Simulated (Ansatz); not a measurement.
Si (Fd-3m) from a database of computed structures: a one-shot G0W0 calculation in Ansatz 0.2.0 (G0W0@LDA with 151 empty bands, a screening cutoff of 140 eV and a 4×4×4 mesh). The geometry is the r2SCAN minimum.

The input:
```yaml
crystal:
  lattice:
    - [0.0, 2.7221197378, 2.7221197378]
    - [2.7221197378, 0.0, 2.7221197378]
    - [2.7221197378, 2.7221197378, 0.0]
  atoms:
    - { symbol: Si, position: [0.25, 0.25, 0.25] }
    - { symbol: Si, position: [0.0, 0.0, 0.0] }
kpoints:
  mp_grid: { grid: [4, 4, 4] }
hamiltonian:
  xc: lda
scf:
  occupations: { method: fixed }
gw:
  n_empty_bands: 151
  ecut_chi: 140
  qp_bands: [v2, c2]
  qp_kpoints: band_edges
  screening: { model: contour_deformation }
```

Run as `ansatz run input.yaml --threads 4 --pin off --max-ram 5529MiB --backend cpu --events-out ev --progress --plain --runs-dir out`. Wall time 3 s on 4 threads of Intel(R) Xeon(R) 6975P-C (Granite Rapids), with other jobs on the host, load about 0.5 per core; peak host memory 0.44 GiB.

Abridged output:
```
Functional definition: SPW92
Crystal: 2 atoms, lattice volume = 40.341 Å³
Basis set: ecut = 420 eV, 749 PW (Γ)
Bands: 8, of which v1, the nominal top of the filled ones, is band 4 counted from 1 (3 counted from 0)
Symmetry: 48 space group operations
Space group: Fd-3m (ITA 227)
k-points: 8 of 64
SCF converged after 6 iterations
Free energy (F): -1217.093202 eV
Fermi energy:    6.018638 eV
--- Per-component energies (eV) ---
  E_band       = 7.851061
  E_kinetic    = 81.312374
  E_local      = -57.797714
  E_nonlocal   = 53.821163
  E_hartree    = 15.280727
  E_xc         = -109.512500
  E_vxc        = -94.166310
  E_paw        = -972.402455
  E_vpaw       = -5.879957
  E_ewald      = -227.963468
  E_core_change = 0.168661
--- G₀W₀: contour deformation, 7 samples at zero and on the imaginary axis and 2 off it, 64 q-points, 151 empty bands' worth ---
    ik  band        ε_KS         Σx   Σc(E_QP)       V_xc       Z   E_QP_lin       E_QP  E_QP is
     0     3      6.0186   -14.8764     1.0429   -13.4588  0.7617     5.6429     5.6440  root
     0     4      6.0186   -14.8764     1.0429   -13.4588  0.7617     5.6429     5.6440  root
     0     5      8.5205    -6.9830    -4.4741   -11.7069  0.7553     8.7712     8.7703  root
     0     6      8.5205    -6.9830    -4.4741   -11.7069  0.7553     8.7712     8.7703  root
     1     3      5.2603   -14.7758     1.2414   -13.1560  0.7565     4.8804     4.8819  root
     1     4      5.2603   -14.7758     1.2414   -13.1560  0.7565     4.8804     4.8819  root
     1     5      7.8961    -7.8105    -4.4186   -12.5137  0.7616     8.1809     8.1807  root
     1     6      9.4574    -6.6828    -4.7617   -11.6885  0.7489     9.7019     9.7014  root
     2     3      4.8250   -15.0401     1.4925   -13.1432  0.7519     4.4186     4.4207  root
     2     4      4.8250   -15.0401     1.4925   -13.1432  0.7519     4.4186     4.4207  root
     2     5      7.3959    -7.9835    -4.2854   -12.5473  0.7678     7.6753     7.6744  root
     2     6      9.2921    -5.8900    -4.7326   -10.8627  0.7645     9.5329     9.5322  root
     3     3      4.1315   -14.6604     1.6527   -12.6097  0.7442     3.7305     3.7334  root
     3     4      4.1315   -14.6604     1.6527   -12.6097  0.7442     3.7305     3.7334  root
     3     5      7.0422    -6.5348    -4.0764   -10.7922  0.7723     7.2235     7.2232  root
     3     6      9.0255    -5.4953    -4.7013   -10.4010  0.7588     9.2288     9.2298  root
     6     3      3.1743   -15.0075     2.1525   -12.4268  0.7337     2.7419     2.7461  root
     6     4      3.1743   -15.0075     2.1525   -12.4268  0.7337     2.7419     2.7461  root
     6     5      6.6080    -5.9541    -4.0236   -10.1348  0.7778     6.7654     6.7651  root
     6     6      6.6080    -5.9541    -4.0236   -10.1348  0.7778     6.7654     6.7651  root
     7     3      2.1538   -14.1635     2.2852   -11.4768  0.7381     1.7510     1.7524  root
     7     4      2.1538   -14.1635     2.2852   -11.4768  0.7381     1.7510     1.7524  root
     7     5     10.1799    -5.8433    -4.7836   -10.7685  0.7544    10.3218    10.3215  root
     7     6     10.1799    -5.8433    -4.7836   -10.7685  0.7544    10.3218    10.3215  root
```

The points are ik 0 = (0, 0, 0) (Γ), ik 1 = (0, 0, 1/4), ik 2 = (0, 0, -1/2), ik 3 = (0, 1/4, 1/4), ik 6 = (0, -1/2, -1/2), ik 7 = (1/4, -1/2, -1/4); band 4 is the last filled one.

The quasiparticle gap on this mesh is 1.12 eV (Γ to k = (0, -1/2, -1/2)), against 0.59 eV from LDA: +0.53 eV. Renormalisation factors Z lie between 0.73 and 0.78. No extrapolation in bands, cutoff or mesh was made for G0W0.

No spin polarisation and no zero-point or thermal motion.

For so narrow a gap this mesh doesn't settle the screening, and the bands and cutoff are finite.
